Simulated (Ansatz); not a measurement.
Structure types of Ru were relaxed at one common pressure (all-electron LAPW in Ansatz 0.2.0 under PBE, scalar-relativistic, no spin polarisation, zero temperature). They take these volumes:

| type | space group | V (Å³/atom) |
| --- | --- | --- |
| bcc | Im-3m | 8.74 |
| hcp | P6_3/mmc | 8.67 |
| simple hexagonal | P6/mmm | 8.94 |
| beta tin | I4_1/amd | 9.06 |
| diamond | Fd-3m | 10.84 |

At about which pressure, and is the densest type also the lowest in enthalpy?

420 GPa. The densest is hcp, and it is also the lowest in enthalpy among these.
